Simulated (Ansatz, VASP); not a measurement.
**Two plane-wave programs on La**

INCAR

```
PREC     = Accurate       # precision mode
ENCUT    = 600            # plane-wave cutoff, eV
EDIFF    = 1E-6           # SCF threshold, eV
ISMEAR   = -1             # smearing method
SIGMA    = 0.05           # smearing width, eV
LREAL    = F              # projectors in reciprocal space
LASPH    = T              # aspherical terms in the spheres
NELM     = 100            # most SCF steps
ALGO     = Normal         # electronic algorithm
ISIF     = 3              # what is computed and relaxed
LWAVE    = F              # write WAVECAR
LCHARG   = F              # write CHGCAR
GGA      = PE             # functional
IBRION   = 2              # ionic algorithm
NSW      = 60             # ionic steps
EDIFFG   = -0.005         # ionic threshold
```

KPOINTS

```
regular mesh
0
Gamma
  14 14 14
```

File POSCAR:

```
La
1.0
   -2.1053153331      2.1053153331      2.1053153331
    2.1053153331     -2.1053153331      2.1053153331
    2.1053153331      2.1053153331     -2.1053153331
La
1
Direct
    0.0000000000      0.0000000000      0.0000000000
```

Input for Ansatz:

```yaml
crystal:
  lattice:
    - [-2.1053153331, 2.1053153331, 2.1053153331]
    - [2.1053153331, -2.1053153331, 2.1053153331]
    - [2.1053153331, 2.1053153331, -2.1053153331]
  atoms:
    - { symbol: La, position: [0.0, 0.0, 0.0] }
kpoints:
  mp_grid: { grid: [14, 14, 14] }
scf:
  occupations: { method: fermi_dirac, width: 0.05 }
hamiltonian:
  xc: pbe
  pseudopotentials: { kind: paw }
output:
  forces: true
  stress: true
relax:
  f_tol: 0.005
  max_steps: 40
  cell: {}
```

Alike in both runs: task relaxation of cell and atoms; functional PBE; k mesh 14 × 14 × 14; occupations fermi-dirac, width 0.05 eV; no spin polarisation.

|  | VASP | Ansatz |
| --- | --- | --- |
| version | VASP 6.6.1 | Ansatz 0.2.0 |
| potentials or method | VASP PAW PBE potentials, release 64 (La) | PAW with Ansatz's default frozen-core files, scalar-relativistic |
| plane-wave cutoff (eV) | 600 | 420 |
| valence electrons in the cell | 11 | 11 |

VASP gave:

```
relaxed volume (Å³/atom)                                     : 37.73
relaxed cell length with the largest relative difference (Å) : 3.660
```

Problem. Estimate Ansatz's values.

Solution. Relaxed volume (Å³/atom): 37.68; relaxed cell length with the largest relative difference (Å): 3.658.

The runs have no spin-orbit coupling, so splittings on La are missing.
